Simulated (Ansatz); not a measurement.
A series in volume scale on SnO

All results are calculated (Ansatz 0.2.0). Free energy against uniform scaling of the volume at fixed shape and fractions; periodic cell, basis, potentials, k mesh and filling as listed.

The cell before it is scaled or strained (space group Pmn2_1, No. 31):
```
SnO
1.0
      3.3662     0.0000     0.0000
      0.0000     5.6930     0.0000
      0.0000     0.0000     4.2360
Sn O
2 2
Direct
  0.00000 0.23191 0.51314
  0.50000 0.76809 0.01314
  0.00000 0.89125 0.73686
  0.50000 0.10875 0.23686
```

Settings of every row: functional LDA; dispersion none; potentials PAW; wave cutoff 500 eV; density cutoff 2000 eV; k mesh 6x4x6; k shift 0x0x0; occupations fixed; smearing width 0 eV; spin none.

Limits: minimum outside the range; the cell comes from a prototype or a list of computed structures and needn't be the stable phase.

```csv
row,volume scale,V (Å³/atom),pressure (GPa),energy above lowest point (meV/atom)
1,0.9406,19.089,-1.68,0
2,0.9703,19.692,?,?
3,1,20.294,-6.12,30.3
4,1.0297,20.897,-7.81,56.6
5,1.0594,21.5,-9.23,88.7
```

Question: what pressure and energy above lowest point should row 2 give?

Worked fit of pressure. Take u = (V_r/V)^(2/3) − 1 with V_r = 20.596 Å³ an atom, which is twice the finite (Eulerian) strain; such expansions in the strain, on which the Birch-Murnaghan equation of state is built, carry the rest volume and the bulk modulus. The shown rows have u = 0.05196, 0.0099, -0.00963, -0.02823. Least squares give pressure = −7.006 + 87.06 × u + 296.9 × u² GPa; a straight line predicts inner rows, each left out in turn, worse (root mean square 0.29 against 0.014 GPa). The rows lie off it by 0.00, 0.00, 0.01, 0.00. The withheld row has u = 0.03038, so the fit gives −7.006 + 87.06 × (0.03038) + 296.9 × (0.03038)² = -4.09 GPa.

The calculation gave -4.09 GPa. The fit meets it to the printed digit.

Worked fit of energy above lowest point. Take u = (V_r/V)^(2/3) − 1 with V_r = 20.596 Å³ an atom, which is twice the finite (Eulerian) strain; such expansions in the strain, on which the Birch-Murnaghan equation of state is built, carry the rest volume and the bulk modulus. The shown rows have u = 0.05196, 0.0099, -0.00963, -0.02823. Least squares give energy above lowest point = 42.66 − 1346.1 × u + 10103 × u² meV/atom; a straight line predicts inner rows, each left out in turn, worse (root mean square 9.9 against 0.076 meV/atom). All shown rows lie on it to the printed digit. The withheld row has u = 0.03038, so the fit gives 42.66 − 1346.1 × (0.03038) + 10103 × (0.03038)² = 11.1 meV/atom.

The calculation gave 11 meV/atom. The fit lies 0.1 meV/atom (0.11 % of the column's range) above it, one unit of the last digit.
